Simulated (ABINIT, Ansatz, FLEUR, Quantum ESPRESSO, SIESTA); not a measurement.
## Code comparison for ZrO2 (Fm-3m, 3 atoms in the cell)

Self-consistent single point.

```
ZrO2
1.0
    0.00000     2.57478     2.57478
    2.57478     0.00000     2.57478
    2.57478     2.57478     0.00000
Zr O
1 2
Direct
  0.00000   0.00000   0.00000
  0.25000   0.25000   0.25000
  0.75000   0.75000   0.75000
```

Shared settings, as Ansatz (an electronic-structure program) writes them: kpoints.mp_grid.grid = 6 6 6; magnetization.spin_orbit = true; scf.occupations.method = fermi_dirac; scf.occupations.width = 0.05 eV. Potentials and cutoffs stand in the table.

```csv
code,model,pressure (GPa),gap on the mesh (eV),cutoff
FLEUR,"PBE, all-electron FLAPW (FLEUR), scalar-relativistic valence with spin-orbit coupling in second variation",–,3.268,Kmax 4.3 1/bohr
SIESTA,"GGA PBE with spin-orbit coupling, numerical atomic orbitals TZP, PseudoDojo PBE fully relativistic norm-conserving potentials (rewritten from UPF to PSML)",–,3.025,grid 300 Ry
ABINIT,"PBE, spin-orbit coupling, norm-conserving pseudopotentials (PseudoDojo nc-fr-04 PBE standard)",-4.73,3.269,42 Ha
Ansatz,"PBE with spin-orbit coupling, default PAW files",-5.12,3.266,420 eV
Quantum ESPRESSO,"PBE, spin-orbit coupling, PseudoDojo fully relativistic norm-conserving (PBE) pseudopotentials",-4.72,3.269,85 Ry
```

A dash marks a value that a program does not give, or that is left out as unsure.

Gaps are read on the mesh.

The spread over the programs that give each value: pressure within 0.40 GPa; gap on the mesh within 0.244 eV.

SIESTA uses small atom-centred bases, whose incompleteness enters pressures, forces and empty levels differently from a plane-wave cutoff. FLEUR treats all electrons, but the usual bases taken here (sphere radii, linearisation, local orbitals, empty states) were not tested for convergence, so the values are no reference for the others. Ansatz's pressure is given at a fixed set of plane waves, as the other plane-wave codes print theirs; with its correction for the finite basis it is -4.47 GPa (the shift of 0.65 GPa shows how far the cutoff is from converged). In the gap, SIESTA (by 0.244) lies more than 0.12 eV from the median of the plane-wave programs.

The starting cell has typed, rounded lattice constants, without a prior relaxation at this level. Its lattice was rescaled by a random factor within 2.5 % of one.

Keys are those of Ansatz 0.2.
